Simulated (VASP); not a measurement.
# GaN (P6_3mc) in VASP: settings compared

Aim: see how the results for GaN move with the level of theory and the settings. Levels: LDA, PBE. Tasks: G0W0 quasiparticle levels, band structure.

All numbers are computed with VASP 6.6.1; they aren't measurements. Logs are shortened: lines on timing, memory, paths and dates and some standing lists are left out, and cuts for length are marked.

**1. The structure**

It takes space group P6_3mc (No. 186, hexagonal). Conventional cell: a = 3.180 Å, b = 3.180 Å, c = 5.166 Å, α = 90.00°, β = 90.00°, γ = 120.00°. Ga (site symmetry 3m) has 4 N at 1.94 to 1.95 Å as nearest neighbours. N (site symmetry 3m) is surrounded by 4 Ga at 1.94 to 1.95 Å.

**2. G0W0 quasiparticle levels, LDA**

The input, POSCAR:

```
GaN
1.0
    3.1800000000      0.0000000000      0.0000000000
   -1.5900000000      2.7539607840      0.0000000000
    0.0000000000      0.0000000000      5.1660000000
Ga N
2 2
Direct
    0.6666666667      0.3333333333      0.5000000000
    0.3333333333      0.6666666667      0.0000000000
    0.6666666667      0.3333333333      0.8750000000
    0.3333333333      0.6666666667      0.3750000000
```

The input, INCAR.step1:

```
  PREC = Accurate
  ENCUT = 450
  EDIFF = 1E-8
  ISMEAR = 0
  SIGMA = 0.01
  LREAL = False
  LASPH = True
  NELM = 60
  ALGO = Normal
  LWAVE = True
  LCHARG = False
```

The input, INCAR.step2:

```
  PREC = Accurate
  ENCUT = 450
  EDIFF = 1E-8
  ISMEAR = 0
  SIGMA = 0.01
  LREAL = False
  LASPH = True
  NELM = 1
  ALGO = Exact
  LWAVE = True
  LCHARG = False
  NBANDS = 97
  LOPTICS = True
  ISTART = 1
```

The input, INCAR.step3:

```
  PREC = Accurate
  ENCUT = 450
  EDIFF = 1E-8
  ISMEAR = 0
  SIGMA = 0.01
  LREAL = False
  LASPH = True
  ALGO = EVGW0
  LWAVE = False
  LCHARG = False
  NELMGW = 1
  NBANDS = 97
  ENCUTGW = 120
  NOMEGA = 64
  PRECFOCK = Fast
  ISTART = 1
  NBANDSGW = 26
```

The input, KPOINTS:

```
Automatic mesh
0
Gamma
  5 5 3
```

Potentials or basis: VASP PAW LDA potentials, release 64 (Ga_d_GW, N_GW).

Launch:

```sh
cat potpaw_LDA.64/Ga_d_GW/POTCAR potpaw_LDA.64/N_GW/POTCAR > POTCAR
cp INCAR.step1 INCAR
mpirun -np 1 vasp_std > vasp.out
cp INCAR.step2 INCAR
mpirun -np 1 vasp_std > vasp.out
cp INCAR.step3 INCAR
mpirun -np 1 vasp_std > vasp.out
```

OUTCAR:

```text
PREC = Accurate
   ENCUT = 450
   EDIFF = 1E-8
   ISMEAR = 0
   LREAL = False
   LASPH = True
   NELMGW = 1
   ENCUTGW = 120
   PRECFOCK = Fast
   ISTART = 1

 ion  position               nearest neighbor table
   1  0.667  0.333  0.500-   3 1.94   4 1.95   4 1.95   4 1.95
   2  0.333  0.667  0.000-   4 1.94   3 1.95   3 1.95   3 1.95
   3  0.667  0.333  0.875-   1 1.94   2 1.95   2 1.95   2 1.95
   4  0.333  0.667  0.375-   2 1.94   1 1.95   1 1.95   1 1.95

  LATTYP: Found a hexagonal cell.
 ALAT       =     3.1800000000
 C/A-ratio  =     1.6245283019

  Lattice vectors:

 A1 = (   3.1800000000,   0.0000000000,   0.0000000000)
 A2 = (  -1.5900000000,   2.7539607840,   0.0000000000)
 A3 = (   0.0000000000,   0.0000000000,   5.1660000000)

Analysis of symmetry for initial positions (statically):
=====================================================================
 Subroutine PRICEL returns:
 Original cell was already a primitive cell.

 Routine SETGRP: Setting up the symmetry group for a
 hexagonal supercell.

 Subroutine GETGRP returns: Found 12 space group operations
 (whereof  6 operations were pure point group operations)
 out of a pool of 24 trial point group operations.

The static configuration has the point symmetry C_3v.
 The point group associated with its full space group is C_6v.

Analysis of symmetry for dynamics (positions and initial velocities):
=====================================================================
 Subroutine PRICEL returns:
 Original cell was already a primitive cell.

 Routine SETGRP: Setting up the symmetry group for a
 hexagonal supercell.

 Subroutine GETGRP returns: Found 12 space group operations
 (whereof  6 operations were pure point group operations)
 out of a pool of 24 trial point group operations.

The dynamic configuration has the point symmetry C_3v.
 The point group associated with its full space group is C_6v.

 Subroutine INISYM returns: Found 12 space group operations
 (whereof  6 operations are pure point group operations),
 and found     1 'primitive' translations

----------------------------------------------------------------------------------------

                                     Primitive cell

  volume of cell :      45.2417

  direct lattice vectors                    reciprocal lattice vectors
     3.180000000  0.000000000  0.000000000     0.314465409  0.181556688  0.000000000
    -1.590000000  2.753960784  0.000000000     0.000000000  0.363113377  0.000000000
     0.000000000  0.000000000  5.166000000     0.000000000  0.000000000  0.193573364

  length of vectors
     3.180000000  3.180000000  5.166000000     0.363113377  0.363113377  0.193573364

  position of ions in fractional coordinates (direct lattice)
     0.666666667  0.333333333  0.500000000
     0.333333333  0.666666667  0.000000000
     0.666666667  0.333333333  0.875000000
     0.333333333  0.666666667  0.375000000

  ion indices of the primitive-cell ions
   primitive index   ion index
                 1           1
                 2           2
                 3           3
                 4           4

----------------------------------------------------------------------------------------

 KPOINTS: Automatic mesh

Automatic generation of k-mesh.
 Grid dimensions read from file:
 generate k-points for:    5    5    3

 Generating k-lattice:

  Cartesian coordinates                     Fractional coordinates (reciprocal lattice)
     0.062893082  0.036311338  0.000000000     0.200000000 -0.000000000  0.000000000
     0.000000000  0.072622675  0.000000000     0.000000000  0.200000000  0.000000000
     0.000000000  0.000000000  0.064524455     0.000000000  0.000000000  0.333333333

  Length of vectors
     0.072622675  0.072622675  0.064524455

  Shift w.r.t. Gamma in fractional coordinates (k-lattice)
     0.000000000  0.000000000  0.000000000

 Subroutine IBZKPT returns following result:
 ===========================================

 Found     10 irreducible k-points:

 Following reciprocal coordinates:
            Coordinates               Weight
  0.000000  0.000000  0.000000      1.000000
  0.200000  0.000000  0.000000      6.000000
  0.400000  0.000000  0.000000      6.000000
  0.200000  0.200000  0.000000      6.000000
  0.400000  0.200000  0.000000      6.000000
  0.000000  0.000000  0.333333      2.000000
  0.200000  0.000000  0.333333     12.000000
  0.400000  0.000000  0.333333     12.000000
  0.200000  0.200000  0.333333     12.000000
  0.400000  0.200000  0.333333     12.000000
   k-points           NKPTS =     10   k-points in BZ     NKDIM =     75   number of bands    NBANDS=     97
   number of dos      NEDOS =    301   number of ions     NIONS =      4
   total plane-waves  NPLWV =  20736
   dimension x,y,z NGX =    24 NGY =   24 NGZ =   36
   dimension x,y,z NGXF=    48 NGYF=   48 NGZF=   72
   ions per type =               2   2
   NGX,Y,Z   is equivalent  to a cutoff of  12.55, 12.55, 11.59 a.u.
   NGXF,Y,Z  is equivalent  to a cutoff of  25.09, 25.09, 23.17 a.u.
 SYSTEM =  unknown system
   PREC   = accura    normal or accurate (medium, high low for compatibility)
   ISTART =      1    job   : 0-new  1-cont  2-samecut
   ICHARG =      0    charge: 1-file 2-atom 10-const
   ISPIN  =      1    spin polarized calculation?
   LNONCOLLINEAR =      F non collinear calculations
   LSORBIT =      F    spin-orbit coupling
   LASPH  =      T    aspherical Exc in radial PAW
   ENCUT  =  450.0 eV  33.07 Ry    5.75 a.u.   5.50  5.50  8.94*2*pi/ulx,y,z
   NELM   =     60;   NELMIN=  2; NELMDL=  0     # of ELM steps
   EDIFF  = 0.1E-07   stopping-criterion for ELM
   LREAL  =      F    real-space projection
   EDIFFG = 0.1E-06   stopping-criterion for IOM
   NSW    =      0    number of steps for IOM
   IBRION =     -1    ionic relax: 0-MD 1-quasi-New 2-CG
   NFREE  =      0    steps in history (QN), initial steepest desc. (CG)
   ISIF   =      0    stress and relaxation
   ISYM   =      3    0-nonsym 1-usesym 2-fastsym
   POTIM  = 0.5000    time-step for ionic-motion
   TEBEG  =    0.0;   TEEND  =   0.0 temperature during run
   PSTRESS=    0.0 pullay stress
   NELECT =      36.0000    total number of electrons
   NUPDOWN=      -1.0000    fix difference up-down
   EMIN   =  10.00;   EMAX   =-10.00  energy-range for DOS
   EFERMI =   0.00;   METHOD = LEGACY
   ISMEAR =     0;   SIGMA  =   0.01  broadening in eV -4-tet -1-fermi 0-gaus
   EFERMI_NEDOS =   21; number of points for ismear=-14 and -15
   IALGO  =     38    algorithm
   IMIX   =      4    mixing-type and parameters
     AMIX     =   0.40;   BMIX     =  1.00
     AMIX_MAG =   1.60;   BMIX_MAG =  1.00
  volume/ion in A,a.u.               =      11.31        76.33
  Fermi-wavevector in a.u.,A,eV,Ry     =   1.517036  2.866782 31.312427  2.301398
  Thomas-Fermi vector in A             =   2.626345
   LORBIT       =      0    0 simple, 1 ext, 2 COOP (PROOUT), +10 PAW based schemes
   GGA     = CA    functional components
   LHFCALC =     T    Hartree Fock is set to
   PRECFOCK=fast      Normal, Fast or Accurate (Low or Medium for compatibility)
   ENCUT4O =  -1.0   cutoff for four orbital integrals eV
   NKREDX  =     1    reduce k-point grid by
   NKREDY  =     1    reduce k-point grid by
   NKREDZ  =     1    reduce k-point grid by
   AEXX    =    1.0000 exact exchange contribution
   HFSCREEN=    0.0000 screening length (either q_TF or 0.3 A-1)
   HFSCREENC=   0.0000 screening length for correlation (either q_TF or 0.3 A-1)
   ENCUTFOCK=  -1.0 apply spherical cutoff to Coloumb kernel
   IVDW    =     0    specifies the selected vdW correction
   LEPSILON=     F    determine dielectric tensor
   LRPA    =     F    only Hartree local field effects (RPA)
   LRPAFORCE           =     F    calculate RPA forces
   ENCUTGW             = 120.0    cutoff for response function in eV
   ENCUTGWSOFT         =  96.0    soft cutoff for Coulomb kernel in GW response function in eV
   ENCUTLF             =  -1.0    cutoff for local field effects
   NELMGW              =     1    number of iterations in solving QP/BSE equation
   NELMHF              =     1    number of iterations in the inner HF iteration
   NKREDLFX            =     1    NKREDLFY  =   1   NKREDLFZ  =   1
 non-spin polarized calculation
 Gauss-broadening in eV      SIGMA  =   0.01
  energy-cutoff  :      450.00
  volume of cell :       45.24
 maximum number of plane-waves:      1002
 NGX is ok and might be reduce to    24
  NGX = 14; NGY = 14; NGZ = 24
   NGX = 11   NGY = 11   NGZ = 17
 maximum number of plane-waves:       139
 NGX is ok and might be reduce to    14

 QP shifts <psi_nk| G(iteration)W_0 |psi_nk>: iteration 1
 for sc-GW calculations column KS-energies equals QP-energies in previous step
 and V_xc(KS)=  KS-energies - (<T + V_ion + V_H > + <T+V_H+V_ion>^1  + <V_x>^1)

 k-point   1 :       0.0000    0.0000    0.0000
  band No.  KS-energies  QP-energies   sigma(KS)   V_xc(KS)     V^pw_x(r,r')   Z            occupation Imag(sigma)

      1     -10.9492     -11.7838     -16.0959     -14.8315     -24.4164       0.6601       2.0000       1.0241
      2     -10.0728     -11.8271     -20.9283     -18.4130     -29.7214       0.6975       2.0000       0.6429
      3      -8.6417     -11.5729     -25.6862     -21.6632     -34.7804       0.7286       2.0000       0.2089
      4      -8.6195     -11.5476     -25.7029     -21.6821     -34.7954       0.7282       2.0000       0.2093
      5      -8.6195     -11.5476     -25.7029     -21.6821     -34.7954       0.7282       2.0000       0.2093
      6      -8.5562     -11.5134     -25.7965     -21.7456     -34.8761       0.7300       2.0000       0.2017
[... 18 lines left out ...]
     25      16.5677      17.9362     -10.9211     -12.6872      -5.6617       0.7748       0.0000      -0.1455
     26      16.5677      17.9362     -10.9211     -12.6872      -5.6617       0.7748       0.0000      -0.1455

 k-point   2 :       0.2000    0.0000    0.0000
  band No.  KS-energies  QP-energies   sigma(KS)   V_xc(KS)     V^pw_x(r,r')   Z            occupation Imag(sigma)

      1     -10.5966     -11.5979     -17.0842     -15.6006     -25.4542       0.6748       2.0000       0.9621
      2     -10.0021     -11.8556     -21.4213     -18.7766     -30.2744       0.7009       2.0000       0.6046
      3      -8.5965     -11.5360     -25.7287     -21.6977     -34.8202       0.7292       2.0000       0.2079
      4      -8.5747     -11.5182     -25.7681     -21.7330     -34.8625       0.7295       2.0000       0.2072
      5      -8.5235     -11.4629     -25.6642     -21.6434     -34.7130       0.7310       2.0000       0.2083
      6      -8.4852     -11.4665     -25.9087     -21.8360     -35.0032       0.7320       2.0000       0.1997
[... 18 lines left out ...]
     25      16.3463      17.5864     -10.7126     -12.3149      -5.4600       0.7739       0.0000      -0.1525
     26      17.2468      18.6132     -11.4330     -13.2237      -5.8768       0.7631       0.0000      -0.1986

 k-point   3 :       0.4000    0.0000    0.0000
  band No.  KS-energies  QP-energies   sigma(KS)   V_xc(KS)     V^pw_x(r,r')   Z            occupation Imag(sigma)

      1     -10.1402     -11.7219     -20.1152     -17.8370     -28.8081       0.6942       2.0000       0.7184
      2      -9.9380     -11.9154     -21.9936     -19.1909     -30.9144       0.7056       2.0000       0.5617
      3      -8.5699     -11.5158     -25.6731     -21.6420     -34.7128       0.7308       2.0000       0.2005
      4      -8.5484     -11.5102     -25.7880     -21.7354     -34.8568       0.7309       2.0000       0.1980
      5      -8.4621     -11.4572     -25.8282     -21.7408     -34.8649       0.7328       2.0000       0.1840
      6      -8.4050     -11.4097     -25.8825     -21.7840     -34.8925       0.7331       2.0000       0.1723
[... 174 lines left out ...]
      1     -10.0828     -11.6528     -20.1149     -17.8522     -28.8012       0.6939       2.0000       0.7201
      2      -9.9577     -11.8080     -21.4445     -18.8071     -30.2938       0.7016       2.0000       0.6084
      3      -8.5424     -11.5011     -25.7586     -21.7096     -34.8295       0.7307       2.0000       0.2013
      4      -8.5399     -11.4953     -25.7364     -21.6945     -34.7947       0.7312       2.0000       0.2019
      5      -8.4904     -11.4789     -25.8712     -21.7922     -34.9530       0.7327       2.0000       0.1962
      6      -8.4682     -11.4479     -25.8337     -21.7640     -34.8979       0.7322       2.0000       0.1962
[... 18 lines left out ...]
     25      16.2421      17.4375     -10.7401     -12.2851      -5.5270       0.7737       0.0000      -0.1557
     26      17.5564      18.8450     -10.9674     -12.6499      -5.3832       0.7659       0.0000      -0.2131

 k-point  10 :       0.4000    0.2000    0.3333
  band No.  KS-energies  QP-energies   sigma(KS)   V_xc(KS)     V^pw_x(r,r')   Z            occupation Imag(sigma)

      1      -9.9649     -11.8139     -21.4272     -18.7921     -30.2708       0.7017       2.0000       0.6102
      2      -9.9226     -11.8601     -21.8289     -19.0819     -30.7232       0.7053       2.0000       0.5779
      3      -8.5526     -11.5055     -25.6787     -21.6393     -34.7117       0.7310       2.0000       0.1987
      4      -8.5184     -11.4902     -25.8002     -21.7387     -34.8696       0.7317       2.0000       0.1980
      5      -8.4977     -11.4765     -25.7653     -21.6986     -34.8023       0.7325       2.0000       0.1907
      6      -8.4156     -11.4217     -26.0153     -21.9138     -35.1220       0.7329       2.0000       0.1955
[... 18 lines left out ...]
     25      17.3511      18.5344     -10.8036     -12.3398      -5.3752       0.7703       0.0000      -0.1995
     26      18.0635      19.3729     -11.4058     -13.1404      -5.5049       0.7548       0.0000      -0.2770
```

Wall time 3 min (1 thread of Intel Xeon 6975P-C (Granite Rapids), shared host); peak memory 0.4 GiB.

Results:

| Quantity | Value |
| --- | --- |
| Band gap on the k mesh, mean-field level | 1.98 eV, direct |
| Quasiparticle gap | 3.16 eV |
| Least direct quasiparticle gap | 3.16 eV |

Caveat: the k mesh is coarse (spacing up to 0.46 Å⁻¹), so the values aren't converged; the cutoff is under 1.25 times the usual one of these potentials, so pressure, stress and relaxed cells hold a basis-set (Pulay) error; bands, screening cutoff and mesh are small and nothing is extrapolated, so the quasiparticle values aren't converged.

**3. Band structure, PBE, spin-orbit coupling, no magnetisation**

The input, INCAR:

```
  PREC = Accurate
  ENCUT = 520
  EDIFF = 1E-6
  ISMEAR = 0
  SIGMA = 0.02
  LREAL = F
  LASPH = T
  NELM = 60
  ALGO = Fast
  ISIF = 2
  LWAVE = F
  LCHARG = F
  MAGMOM = 0 0 0 0 0 0 0 0 0 0 0 0
  LORBIT = 11
  LSORBIT = T
  GGA_COMPAT = F
  GGA = PE
  KPAR = 2
```

The input, KPOINTS:

```
regular mesh
0
Gamma
  8 8 4
```

POSCAR is that of step 2.

The input, KPOINTS_OPT:

```
path GMKGALHA,LM,KH
20
line-mode
reciprocal
 0.0000000000  0.0000000000  0.0000000000  G
 0.5000000000  0.0000000000  0.0000000000  M

 0.5000000000  0.0000000000  0.0000000000  M
 0.3333333333  0.3333333333  0.0000000000  K

 0.3333333333  0.3333333333  0.0000000000  K
 0.0000000000  0.0000000000  0.0000000000  G

 0.0000000000  0.0000000000  0.0000000000  G
 0.0000000000  0.0000000000  0.5000000000  A

 0.0000000000  0.0000000000  0.5000000000  A
 0.5000000000  0.0000000000  0.5000000000  L

 0.5000000000  0.0000000000  0.5000000000  L
 0.3333333333  0.3333333333  0.5000000000  H

 0.3333333333  0.3333333333  0.5000000000  H
 0.0000000000  0.0000000000  0.5000000000  A

 0.5000000000  0.0000000000  0.5000000000  L
 0.5000000000  0.0000000000  0.0000000000  M

 0.3333333333  0.3333333333  0.0000000000  K
 0.3333333333  0.3333333333  0.5000000000  H
```

Potentials or basis: VASP PAW PBE potentials, release 64 (Ga_d, N).

Launch:

```sh
cat potpaw_PBE.64/Ga_d/POTCAR potpaw_PBE.64/N/POTCAR > POTCAR
mpirun -np 2 vasp_ncl > vasp.out
```

It took 2.6 min on 2 MPI ranks of Intel Xeon 6975P-C (Granite Rapids), shared host; peak memory 0.38 GiB.

It converged, with:

* Free energy: -24.2954 eV
* Pressure: 7.3 GPa
* Largest force: 0.134 eV/Å
* Valence electrons inside the program's atomic spheres: Ga 11.88; N 3.75

Forces in eV/Å, atoms in the order of the input:
```
Ga   0.000  0.000 -0.134
Ga   0.000  0.000 -0.134
N    0.000  0.000  0.134
N    0.000  0.000  0.134
```

Stress tensor (GPa, compression positive):
```
6.56 0.00 0.00
0.00 6.56 0.00
0.00 0.00 8.72
```

**4. For comparison**

An earlier run on the cell as given: functional PBEsol; potentials or basis VASP PAW PBE potentials, release 64 (Ga_d, N); cutoff 520 eV; k mesh 10 × 10 × 5; occupations fermi-dirac, width 0.05 eV; no spin polarisation.

* Pressure: 0.8 GPa
* Largest force: 0.131 eV/Å
* Band gap on the k mesh: 1.93 eV, direct

**5. The runs side by side**

```csv
task,level,potentials or basis,spin,k mesh,cutoff (eV),smearing,cutoff of the response function,frequency points,empty bands,GW scheme,GW iterations,mesh quality,pressure (GPa),largest force (eV/Å)
G0W0 quasiparticle levels,LDA,"VASP PAW LDA potentials, release 64 (Ga_d_GW, N_GW)",off,5 × 5 × 3,450,gaussian 0.01 eV,120,64,79,G0W0,1,coarse,-,-
band structure,PBE,"VASP PAW PBE potentials, release 64 (Ga_d, N)","SOC, no magnetisation",8 × 8 × 4,520,gaussian 0.02 eV,-,-,-,-,-,not flagged,7.3,0.13
single point,PBEsol,"VASP PAW PBE potentials, release 64 (Ga_d, N)",off,10 × 10 × 5,520,fermi-dirac 0.05 eV,-,-,-,-,-,not flagged,0.8,0.13
```

Alike in all rows: cell as given.

Caveats: some runs use coarse meshes; the cutoff is under 1.25 times the usual one of these potentials, so pressure, stress and relaxed cells hold a basis-set (Pulay) error (some runs); bands, screening cutoff and mesh are small and nothing is extrapolated, so the quasiparticle values aren't converged (some runs); the PAW data sets were made with another functional, which shifts forces and pressure a little (some runs).

Total energies depend on the potentials used, so only differences within one code and one set of settings carry meaning.
